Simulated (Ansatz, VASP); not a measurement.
One calculation of Zn, two programs

```xyz
1
Lattice="-1.5664 1.5664 1.5664 1.5664 -1.5664 1.5664 1.5664 1.5664 -1.5664" Properties=species:S:1:pos:R:3 pbc="T T T"
Zn    0.0000    0.0000    0.0000
```

Alike in both runs: task electric field gradients; functional PBE; k mesh 17 × 17 × 17; occupations fermi-dirac, width 0.05 eV; no spin polarisation.

```csv
,VASP,Ansatz
version,VASP 6.6.1,Ansatz 0.2.0
potentials or method,"VASP PAW PBE potentials, release 64 (Zn), cutoff 520 eV","all-electron PAW with datasets made for the crystal, scalar-relativistic"
```

|  | VASP | Ansatz | Ansatz less VASP |
| --- | --- | --- | --- |
| pressure (GPa) | 0.3 | 0.0 | -0.28 |
| Vzz of the field gradient on the site that differs most (V/Å²) | 0.0 | 0.0 | +0.01 |

Ansatz ran all-electron here, so the differences hold the error of VASP's frozen core and of both bases. Ansatz warned: «band_levels_unverified».
